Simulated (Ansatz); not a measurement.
The cell is built from the rocksalt type as a first guess.

BaTe: DFT, PBE, PAW with Ansatz's default frozen-core files, scalar-relativistic (Ansatz 0.2.0).

The relaxation starts from this cell:

```
CELL_PARAMETERS angstrom
0.00000 3.21951 3.21951
3.21951 0.00000 3.21951
3.21951 3.21951 0.00000
ATOMIC_POSITIONS crystal
Ba 0.00000 0.00000 0.00000
Te 0.50000 0.50000 0.50000
```

Output:

```
Engine: ansatz 0.2.0
Pseudopotentials: kind: paw
Pseudopotential: Ba, paw, valence charge 10, recommended cutoff 420 eV (normal)
Pseudopotential: Te, paw, valence charge 16, recommended cutoff 420 eV (normal)
Functional definition: PBE
  parameter kappa = 0.804
  parameter beta = 0.06672455060314922
  exchange = pbe_x(kappa = kappa, mu = beta*pi^2/3)
  correlation = pbe_c(beta = beta)
Crystal: 2 atoms, lattice volume = 66.742 Å³
Basis set: ecut = 420 eV, 1291 PW (Γ), exchange–correlation on 64×64×64 points (8 copies of the dense FFT grid, shifted against one another)
Bands: 17, of which v1, the nominal top of the filled ones, is band 13 counted from 1 (12 counted from 0)
Symmetry: 48 space group operations
Space group: Fm-3m (ITA 225), of the structure as read, at distance tolerance 4.1e-5 Å
k-points: 35 of 729
Non-local potential: Ba, projectors of the file, l = 0: 3, l = 1: 2, l = 2: 2, l = 3: 2
Non-local potential: Te, projectors of the file, l = 0: 2, l = 1: 2, l = 2: 2, l = 3: 2
PAW form: soft (Blöchl's): semilocal exchange-correlation on the pseudo side does not see the compensation charge
PAW one-centre angular grid: Ba, 194 points (default); XC on 64 Gauss nodes
PAW one-centre angular grid: Te, 590 points (default); XC on 64 Gauss nodes
Initial density: superposition of atomic densities (neutral atoms: chi_scale 0, normalization atom), corrected by the library's trained network
Initial wavefunctions: pseudopotential atomic-orbital guess
Functional: x = pbe(κ = 0.804, μ = 0.2195149727645171), c = pbe(β = 0.06672455060314922)
SCF iter   1: F=—  HF=-12932.379851 eV  |F-HF|=—  |Δ(HF+E_count)|=         —  Δρ=7.39e-4  dr2=6.87e-4  ethr=1.77e-3  ⟨swp⟩=8.5  Hψ=3866  notcnv=0
preconditioner: auto → none  [insulator: Δε(μ)=0.939 eV  Ē_g=11.564 eV  σ=0.030 eV  W_gap=1.00  n_scr=14 (ndim 8)  ℏωp=17.0 eV  f_vac=0.000  D(μ)=0.00/eV (n_scr^D=0)  ε∞_Penn≈3.2]
SCF iter   2: F=—  HF=-12932.378412 eV  |F-HF|=—  |Δ(HF+E_count)|=   1.44e-3  Δρ=3.01e-4  dr2=6.49e-5  ethr=2.64e-6  ⟨swp⟩=2.1  Hψ=1418  notcnv=0
SCF iter   3: F=—  HF=-12932.378422 eV  |F-HF|=—  |Δ(HF+E_count)|=   1.03e-5  Δρ=1.05e-4  dr2=1.04e-5  ethr=2.50e-7  ⟨swp⟩=2.0  Hψ=1050  notcnv=0
SCF iter   4: F=—  HF=-12932.378419 eV  |F-HF|=—  |Δ(HF+E_count)|=   3.20e-6  Δρ=4.81e-5  dr2=6.51e-7  ethr=4.02e-8  ⟨swp⟩=2.0  Hψ=1050  notcnv=0
iter 5 did not close the SCF: its close was put off for the readings that it lacked (scf_convergence_deferred on its scf_iter line)
SCF iter   5: F=-12932.378420 eV  HF=-12932.378420 eV  |F-HF|=5.38e-8  |Δ(HF+E_count)|=   1.46e-6  Δρ=1.04e-5  dr2=4.55e-8  ethr=2.50e-9  ⟨swp⟩=2.0  Hψ=846  notcnv=0
SCF iter   6: F=-12932.378420 eV  HF=-12932.378420 eV  |F-HF|=1.75e-9  |Δ(HF+E_count)|=   7.18e-8  Δρ=1.12e-6  dr2=5.39e-10  ethr=1.75e-10  ⟨swp⟩=3.0  Hψ=2542  notcnv=0
SCF 1 converged in 6 iterations: F = -12932.378420 eV  dr2 = 5.39e-10
  greatest PAW one-centre occupation: 0.998 electrons in one spin orbital (limit 2), on the Te atom at site 1 (counted from 0), in its partial waves of l = 2
relax step   1: F+E_penalty+E_count = -12932.37842019 eV  Δ(F+E_penalty+E_count) = +0.000e0 eV  max|allowed force component| = 2.337e-29 eV/Å  Δτ_max = 0.0000 Å  P = +14.569 GPa  Ω = 66.742 Å³  (6 SCF iters, dr2 threshold 1.00e-7 eV, accepted)
Crystal: 2 atoms, lattice volume = 76.987 Å³
Basis set: ecut = 420 eV, 1459 PW (Γ), exchange–correlation on 64×64×64 points (8 copies of the dense FFT grid, shifted against one another)
Initial density: handed on by an earlier stage of this run
Initial wavefunctions: those handed on with the density
iter 1 solved again at ethr=1.55e-4 eV; its pass at ethr=3.10e-3 eV (dr2=4.04e-2 eV) is discarded
SCF iter   1: F=—  HF=-12932.988833 eV  |F-HF|=—  |Δ(HF+E_count)|=         —  Δρ=4.58e-3  dr2=4.17e-2  ethr=1.55e-4  ⟨swp⟩=2.0  Hψ=5489  notcnv=0
preconditioner: auto → none  [insulator: Δε(μ)=1.556 eV  Ē_g=11.409 eV  σ=0.030 eV  W_gap=1.00  n_scr=14 (ndim 8)  ℏωp=15.8 eV  f_vac=0.016  D(μ)=0.00/eV (n_scr^D=0)  ε∞_Penn≈2.9]
SCF iter   2: F=—  HF=-12932.976310 eV  |F-HF|=—  |Δ(HF+E_count)|=   1.25e-2  Δρ=1.72e-3  dr2=3.36e-3  ethr=1.55e-4  ⟨swp⟩=4.5  Hψ=1363  notcnv=0
SCF iter   3: F=—  HF=-12932.976432 eV  |F-HF|=—  |Δ(HF+E_count)|=   1.22e-4  Δρ=8.84e-4  dr2=6.55e-4  ethr=1.29e-5  ⟨swp⟩=2.6  Hψ=1113  notcnv=0
SCF iter   4: F=—  HF=-12932.976921 eV  |F-HF|=—  |Δ(HF+E_count)|=   4.89e-4  Δρ=1.32e-4  dr2=1.46e-5  ethr=2.52e-6  ⟨swp⟩=2.3  Hψ=1025  notcnv=0
SCF iter   5: F=—  HF=-12932.976917 eV  |F-HF|=—  |Δ(HF+E_count)|=   4.53e-6  Δρ=2.99e-5  dr2=3.98e-7  ethr=5.60e-8  ⟨swp⟩=2.5  Hψ=1115  notcnv=0
SCF iter   6: F=-12932.976917 eV  HF=-12932.976917 eV  |F-HF|=1.44e-8  |Δ(HF+E_count)|=   5.24e-7  Δρ=4.25e-6  dr2=1.10e-8  ethr=7.69e-10  ⟨swp⟩=5.3  Hψ=2600  notcnv=0
SCF 2 converged in 6 iterations: F = -12932.976917 eV  dr2 = 1.10e-8
relax step   2: F+E_penalty+E_count = -12932.97691707 eV  Δ(F+E_penalty+E_count) = -5.985e-1 eV  max|allowed force component| = 9.466e-30 eV/Å  Δτ_max = 0.0000 Å  P = +5.201 GPa  Ω = 76.987 Å³  energy of the carried Pulay correction = -7.702e-4 eV  (6 SCF iters, dr2 threshold 2.00e-7 eV, accepted)
Crystal: 2 atoms, lattice volume = 84.137 Å³
Basis set: ecut = 420 eV, 1639 PW (Γ), exchange–correlation on 64×64×64 points (8 copies of the dense FFT grid, shifted against one another)
iter 1 solved again at ethr=6.75e-5 eV; its pass at ethr=3.10e-3 eV (dr2=1.76e-2 eV) is discarded
SCF iter   1: F=—  HF=-12933.123760 eV  |F-HF|=—  |Δ(HF+E_count)|=         —  Δρ=2.82e-3  dr2=1.84e-2  ethr=6.75e-5  ⟨swp⟩=2.6  Hψ=5360  notcnv=0
preconditioner: auto → none  [insulator: Δε(μ)=1.708 eV  Ē_g=11.269 eV  σ=0.030 eV  W_gap=1.00  n_scr=14 (ndim 8)  ℏωp=15.1 eV  f_vac=0.021  D(μ)=0.00/eV (n_scr^D=0)  ε∞_Penn≈2.8]
SCF iter   2: F=—  HF=-12933.118396 eV  |F-HF|=—  |Δ(HF+E_count)|=   5.36e-3  Δρ=1.08e-3  dr2=1.62e-3  ethr=6.75e-5  ⟨swp⟩=4.7  Hψ=1407  notcnv=0
SCF iter   3: F=—  HF=-12933.118419 eV  |F-HF|=—  |Δ(HF+E_count)|=   2.31e-5  Δρ=5.44e-4  dr2=2.97e-4  ethr=6.22e-6  ⟨swp⟩=2.1  Hψ=1027  notcnv=0
SCF iter   4: F=—  HF=-12933.118645 eV  |F-HF|=—  |Δ(HF+E_count)|=   2.26e-4  Δρ=7.81e-5  dr2=7.70e-6  ethr=1.14e-6  ⟨swp⟩=2.2  Hψ=848  notcnv=0
SCF iter   5: F=—  HF=-12933.118648 eV  |F-HF|=—  |Δ(HF+E_count)|=   2.94e-6  Δρ=2.01e-5  dr2=2.01e-7  ethr=7.69e-10  ⟨swp⟩=5.0  Hψ=3698  notcnv=0
SCF iter   6: F=-12933.118648 eV  HF=-12933.118648 eV  |F-HF|=2.68e-9  |Δ(HF+E_count)|=   2.43e-7  Δρ=2.66e-6  dr2=7.47e-9  ethr=7.69e-10  ⟨swp⟩=5.3  Hψ=2303  notcnv=0
SCF 3 converged in 6 iterations: F = -12933.118648 eV  dr2 = 7.47e-9
relax step   3: F+E_penalty+E_count = -12933.11864777 eV  Δ(F+E_penalty+E_count) = -1.417e-1 eV  max|allowed force component| = 3.261e-29 eV/Å  Δτ_max = 0.0000 Å  P = +1.439 GPa  Ω = 84.137 Å³  energy of the carried Pulay correction = -1.246e-3 eV  (6 SCF iters, dr2 threshold 2.00e-7 eV, accepted)
Crystal: 2 atoms, lattice volume = 87.235 Å³
Basis set: ecut = 420 eV, 1687 PW (Γ), exchange–correlation on 64×64×64 points (8 copies of the dense FFT grid, shifted against one another)
iter 1 solved again at ethr=1.19e-5 eV; its pass at ethr=3.10e-3 eV (dr2=3.10e-3 eV) is discarded
SCF iter   1: F=—  HF=-12933.135216 eV  |F-HF|=—  |Δ(HF+E_count)|=         —  Δρ=1.14e-3  dr2=3.22e-3  ethr=1.19e-5  ⟨swp⟩=2.6  Hψ=5198  notcnv=0
preconditioner: auto → none  [insulator: Δε(μ)=1.712 eV  Ē_g=11.201 eV  σ=0.030 eV  W_gap=1.00  n_scr=14 (ndim 8)  ℏωp=14.9 eV  f_vac=0.017  D(μ)=0.00/eV (n_scr^D=0)  ε∞_Penn≈2.8]
SCF iter   2: F=—  HF=-12933.134279 eV  |F-HF|=—  |Δ(HF+E_count)|=   9.37e-4  Δρ=4.44e-4  dr2=2.93e-4  ethr=1.19e-5  ⟨swp⟩=3.9  Hψ=1298  notcnv=0
SCF iter   3: F=—  HF=-12933.134272 eV  |F-HF|=—  |Δ(HF+E_count)|=   6.87e-6  Δρ=2.20e-4  dr2=5.14e-5  ethr=1.13e-6  ⟨swp⟩=2.1  Hψ=1048  notcnv=0
SCF iter   4: F=—  HF=-12933.134313 eV  |F-HF|=—  |Δ(HF+E_count)|=   4.11e-5  Δρ=3.00e-5  dr2=1.41e-6  ethr=1.98e-7  ⟨swp⟩=2.1  Hψ=811  notcnv=0
SCF iter   5: F=-12933.134314 eV  HF=-12933.134314 eV  |F-HF|=3.31e-8  |Δ(HF+E_count)|=   4.32e-7  Δρ=7.98e-6  dr2=3.46e-8  ethr=7.69e-10  ⟨swp⟩=6.3  Hψ=2847  notcnv=0
SCF 4 converged in 5 iterations: F = -12933.134314 eV  dr2 = 3.46e-8
relax step   4: F+E_penalty+E_count = -12933.13431370 eV  Δ(F+E_penalty+E_count) = -1.567e-2 eV  max|allowed force component| = 9.762e-30 eV/Å  Δτ_max = 0.0000 Å  P = +0.235 GPa  Ω = 87.235 Å³  energy of the carried Pulay correction = -1.439e-3 eV  (5 SCF iters, dr2 threshold 2.00e-7 eV, accepted)
Crystal: 2 atoms, lattice volume = 87.867 Å³
Basis set: ecut = 420 eV, 1759 PW (Γ), exchange–correlation on 64×64×64 points (8 copies of the dense FFT grid, shifted against one another)
iter 1 solved again at ethr=4.68e-7 eV; its pass at ethr=3.10e-3 eV (dr2=1.22e-4 eV) is discarded
SCF iter   1: F=—  HF=-12933.134797 eV  |F-HF|=—  |Δ(HF+E_count)|=         —  Δρ=2.29e-4  dr2=1.28e-4  ethr=4.68e-7  ⟨swp⟩=3.2  Hψ=4806  notcnv=0
preconditioner: auto → none  [insulator: Δε(μ)=1.687 eV  Ē_g=11.181 eV  σ=0.030 eV  W_gap=1.00  n_scr=14 (ndim 8)  ℏωp=14.8 eV  f_vac=0.014  D(μ)=0.00/eV (n_scr^D=0)  ε∞_Penn≈2.8]
SCF iter   2: F=—  HF=-12933.134763 eV  |F-HF|=—  |Δ(HF+E_count)|=   3.40e-5  Δρ=8.65e-5  dr2=1.14e-5  ethr=4.68e-7  ⟨swp⟩=2.7  Hψ=891  notcnv=0
SCF iter   3: F=—  HF=-12933.134763 eV  |F-HF|=—  |Δ(HF+E_count)|=   3.64e-7  Δρ=4.45e-5  dr2=2.08e-6  ethr=4.39e-8  ⟨swp⟩=2.4  Hψ=934  notcnv=0
SCF iter   4: F=-12933.134765 eV  HF=-12933.134765 eV  |F-HF|=3.31e-9  |Δ(HF+E_count)|=   1.61e-6  Δρ=4.54e-6  dr2=2.88e-8  ethr=5.33e-10  ⟨swp⟩=4.7  Hψ=3095  notcnv=0
SCF 5 converged in 4 iterations: F = -12933.134765 eV  dr2 = 2.88e-8
relax step   5: F+E_penalty+E_count = -12933.13476451 eV  Δ(F+E_penalty+E_count) = -4.508e-4 eV  max|allowed force component| = 7.856e-30 eV/Å  Δτ_max = 0.0000 Å  P = +0.014 GPa  Ω = 87.867 Å³  energy of the carried Pulay correction = -1.477e-3 eV  (4 SCF iters, dr2 threshold 1.38e-7 eV, accepted)
Basis set: ecut = 420 eV, 1759 PW (Γ), exchange–correlation on 72×72×72 points (8 copies of the dense FFT grid, shifted against one another)
Initial wavefunctions: pseudopotential atomic-orbital guess (no wavefunctions were taken with the density)
iter 1 solved again at ethr=8.01e-7 eV; its pass at ethr=3.10e-3 eV (dr2=2.08e-4 eV) is discarded
SCF iter   1: F=—  HF=-12933.135337 eV  |F-HF|=—  |Δ(HF+E_count)|=         —  Δρ=3.57e-4  dr2=5.18e-6  ethr=8.01e-7  ⟨swp⟩=3.4  Hψ=5650  notcnv=0
preconditioner: auto → none  [insulator: Δε(μ)=1.680 eV  Ē_g=11.180 eV  σ=0.030 eV  W_gap=1.00  n_scr=14 (ndim 8)  ℏωp=14.8 eV  f_vac=0.012  D(μ)=0.00/eV (n_scr^D=0)  ε∞_Penn≈2.8]
SCF iter   2: F=—  HF=-12933.137334 eV  |F-HF|=—  |Δ(HF+E_count)|=   2.00e-3  Δρ=1.80e-4  dr2=1.69e-6  ethr=1.99e-8  ⟨swp⟩=2.1  Hψ=880  notcnv=0
SCF iter   3: F=—  HF=-12933.137895 eV  |F-HF|=—  |Δ(HF+E_count)|=   5.61e-4  Δρ=7.04e-5  dr2=2.17e-7  ethr=6.52e-9  ⟨swp⟩=2.2  Hψ=800  notcnv=0
SCF iter   4: F=—  HF=-12933.137995 eV  |F-HF|=—  |Δ(HF+E_count)|=   9.99e-5  Δρ=2.50e-6  dr2=4.19e-9  ethr=8.33e-10  ⟨swp⟩=2.0  Hψ=880  notcnv=0
SCF iter   5: F=—  HF=-12933.137995 eV  |F-HF|=—  |Δ(HF+E_count)|=   1.25e-8  Δρ=6.94e-7  dr2=2.58e-10  ethr=1.61e-11  ⟨swp⟩=2.1  Hψ=971  notcnv=0
SCF iter   6: F=-12933.137995 eV  HF=-12933.137995 eV  |F-HF|=3.27e-11  |Δ(HF+E_count)|=   1.88e-9  Δρ=1.33e-7  dr2=1.78e-11  ethr=1.00e-12  ⟨swp⟩=5.0  Hψ=3428  notcnv=0
SCF 6 converged in 6 iterations: F = -12933.137995 eV  dr2 = 1.78e-11
relax step   6: F+E_penalty+E_count = -12933.13799493 eV  Δ(F+E_penalty+E_count) = -3.230e-3 eV  max|allowed force component| = 1.134e-29 eV/Å  Δτ_max = 0.0000 Å  P = +0.090 GPa  Ω = 87.867 Å³  stress off target by 8.97e-2 GPa  SCF on the basis re-selected at this cell (its energy is not comparable with the rows above)  (6 SCF iters)
basis re-selected at this cell: Δ(F+E_penalty+E_count) = -3.230e-3 eV, ΔP = +0.076 GPa vs the last step (what re-selecting the basis moved, of the pressure what is left beyond the Pulay correction that the steps carried, after the strain that the cell walked since its last selection, with what the two solves' SCF thresholds leave and, on support functions, any second-order correction that the steps lacked; it is no measure of the basis error at this ecutwfc). The dense FFT grid was sized anew with the basis: this SCF ran on 36×36×36 points, the steps before it on 32×32×32, so part of this shift can come from that change (see relax.cell in the input reference). This SCF's stress stands 8.97e-2 GPa from its target on what of the cell is left free (relax.cell.stress_tol is 5.00e-2 GPa) and its largest allowed force component is 1.13e-29 eV/Å (relax.f_tol is 5.00e-3 eV/Å): not within both, so this SCF does not close the relaxation
Crystal: 2 atoms, lattice volume = 88.119 Å³
iter 1 solved again at ethr=7.03e-8 eV; its pass at ethr=3.10e-3 eV (dr2=1.83e-5 eV) is discarded
SCF iter   1: F=—  HF=-12933.138063 eV  |F-HF|=—  |Δ(HF+E_count)|=         —  Δρ=9.05e-5  dr2=2.08e-5  ethr=7.03e-8  ⟨swp⟩=2.2  Hψ=4270  notcnv=0
preconditioner: auto → none  [insulator: Δε(μ)=1.686 eV  Ē_g=11.175 eV  σ=0.030 eV  W_gap=1.00  n_scr=14 (ndim 8)  ℏωp=14.8 eV  f_vac=0.013  D(μ)=0.00/eV (n_scr^D=0)  ε∞_Penn≈2.8]
SCF iter   2: F=—  HF=-12933.138057 eV  |F-HF|=—  |Δ(HF+E_count)|=   5.48e-6  Δρ=3.58e-5  dr2=2.08e-6  ethr=7.03e-8  ⟨swp⟩=2.9  Hψ=1041  notcnv=0
SCF iter   3: F=—  HF=-12933.138057 eV  |F-HF|=—  |Δ(HF+E_count)|=   1.62e-7  Δρ=1.71e-5  dr2=3.30e-7  ethr=7.99e-9  ⟨swp⟩=2.5  Hψ=825  notcnv=0
SCF iter   4: F=-12933.138057 eV  HF=-12933.138057 eV  |F-HF|=2.35e-9  |Δ(HF+E_count)|=   2.26e-7  Δρ=1.55e-6  dr2=3.32e-9  ethr=7.74e-11  ⟨swp⟩=4.0  Hψ=2677  notcnv=0
SCF 7 converged in 4 iterations: F = -12933.138057 eV  dr2 = 3.32e-9
relax step   7: F+E_penalty+E_count = -12933.13805733 eV  Δ(F+E_penalty+E_count) = -6.241e-5 eV  max|allowed force component| = 6.600e-29 eV/Å  Δτ_max = 0.0000 Å  P = +0.007 GPa  Ω = 88.119 Å³  energy of the carried Pulay correction = -1.377e-5 eV  (4 SCF iters, dr2 threshold 2.01e-8 eV, accepted)
iter 1 solved again at ethr=7.14e-7 eV; its pass at ethr=3.10e-3 eV (dr2=1.86e-4 eV) is discarded
SCF iter   1: F=—  HF=-12933.138071 eV  |F-HF|=—  |Δ(HF+E_count)|=         —  Δρ=3.09e-6  dr2=4.95e-9  ethr=7.14e-7  ⟨swp⟩=3.4  Hψ=5640  notcnv=0
eigensolver tolerance schedule: the retry pair's looser diagonalisation over-reported the residual by 37511.23 of it (diagonalisation noise at an unbounded share of the residual, at the tolerance the schedule requests for it); recorded, not acted on — ethr = c·dr2/N_el stays at c = 1.0e-1
preconditioner: auto → none  [insulator: Δε(μ)=1.683 eV  Ē_g=11.174 eV  σ=0.030 eV  W_gap=1.00  n_scr=14 (ndim 8)  ℏωp=14.8 eV  f_vac=0.013  D(μ)=0.00/eV (n_scr^D=0)  ε∞_Penn≈2.8]
SCF iter   2: F=—  HF=-12933.138072 eV  |F-HF|=—  |Δ(HF+E_count)|=   5.96e-7  Δρ=1.36e-6  dr2=1.21e-9  ethr=1.90e-11  ⟨swp⟩=3.3  Hψ=1533  notcnv=0
SCF iter   3: F=—  HF=-12933.138072 eV  |F-HF|=—  |Δ(HF+E_count)|=  7.88e-10  Δρ=7.06e-7  dr2=3.74e-10  ethr=4.65e-12  ⟨swp⟩=2.2  Hψ=1032  notcnv=0
SCF iter   4: F=—  HF=-12933.138072 eV  |F-HF|=—  |Δ(HF+E_count)|=  5.66e-10  Δρ=2.84e-7  dr2=1.28e-10  ethr=1.44e-12  ⟨swp⟩=2.1  Hψ=759  notcnv=0
SCF iter   5: F=-12933.138072 eV  HF=-12933.138072 eV  |F-HF|=7.28e-12  |Δ(HF+E_count)|=  1.46e-11  Δρ=9.14e-8  dr2=4.93e-12  ethr=1.00e-12  ⟨swp⟩=5.0  Hψ=3047  notcnv=0
SCF 8 converged in 5 iterations: F = -12933.138072 eV  dr2 = 4.93e-12
relax step   8: F+E_penalty+E_count = -12933.13807164 eV  Δ(F+E_penalty+E_count) = -1.430e-5 eV  max|allowed force component| = 8.046e-29 eV/Å  Δτ_max = 0.0000 Å  P = +0.007 GPa  Ω = 88.119 Å³  stress off target by 7.28e-3 GPa  SCF on the basis re-selected at this cell (its energy is not comparable with the rows above)  (5 SCF iters)
basis re-selected at this cell: Δ(F+E_penalty+E_count) = -1.430e-5 eV, ΔP = -0.000 GPa vs the last step (what re-selecting the basis moved, of the pressure what is left beyond the Pulay correction that the steps carried, after the strain that the cell walked since its last selection, with what the two solves' SCF thresholds leave and, on support functions, any second-order correction that the steps lacked; it is no measure of the basis error at this ecutwfc). This SCF's stress stands 7.28e-3 GPa from its target on what of the cell is left free (relax.cell.stress_tol is 5.00e-2 GPa) and its largest allowed force component is 8.05e-29 eV/Å (relax.f_tol is 5.00e-3 eV/Å): within both
SCF converged after 5 iterations
Free energy (F): -12933.138072 eV
Harris-Foulkes:  -12933.138072 eV  (|F-HF|=7.28e-12)
Internal energy: -12933.138072 eV  (E = F + TS)
E sigma→0 (E₀):  -12933.138072 eV
Fermi energy:    6.945949 eV
--- Per-component energies (eV) ---
  E_band       = -341.052610
  E_kinetic    = 349.019853
  E_local      = -1877.119880  (includes V_loc(G=0)·N_el)
  E_nonlocal   = -252.980106
  E_hartree    = 1048.747818
  E_xc         = -292.981962
  E_vxc        = -240.562047  (∫ρ·V_xc dr)
  E_paw        = -9888.775381  (= ΣΔE_a)
  E_vpaw       = -416.905910  (= ΣTr[D̂ρ^β])
  E_aug_tail   = -0.000182  (compensation charges beyond the density's cutoff)
  E_ewald      = -2019.048230
  E_smearing   = -0.000000  (= −TS)
  E_closure    = 0.000000  (closes the sum)
  Σ components = -12933.138072   (vs F -12933.138072, Δ=0.00e0)
--- Forces (eV/Å), atoms counted from 1 ---
  atom   1  Ba     0.00000000    -0.00000000     0.00000000
  atom   2  Te    -0.00000000     0.00000000     0.00000000
  max |Σ_I F_I| component: 1.42e-28 eV/Å
--- Stress (GPa, compression-positive) ---
        0.007275      -0.000000      -0.000000
       -0.000000       0.007275      -0.000000
       -0.000000      -0.000000       0.007275
  P = ⅓ Tr σ = 0.0073 GPa (0.073 kbar)
--- Relaxed structure (6 steps of the walk, 6 accepted, 2 SCFs on fresh bases) ---
  F+E_penalty+E_count = -12933.13807164 eV   max|allowed force component| = 8.046e-29 eV/Å   (the final SCF, on the basis selected at the relaxed cell)
  cell:  # Å, volume = 88.1190 Å³
    - [3.216432689285721e-33, 3.5319393765195475, 3.5319393765195475]
    - [3.5319393765195475, -5.095372029944313e-34, 3.5319393765195475]
    - [3.5319393765195475, 3.5319393765195475, 5.1463048470400534e-33]
  atoms:
    - { symbol: Ba, position: [-5.9197482854856896e-36, 6.231313984712549e-36, 1.2462627969378165e-35] }
    - { symbol: Te, position: [0.5000000000000001, 0.5000000000000001, 0.5000000000000001] }
```
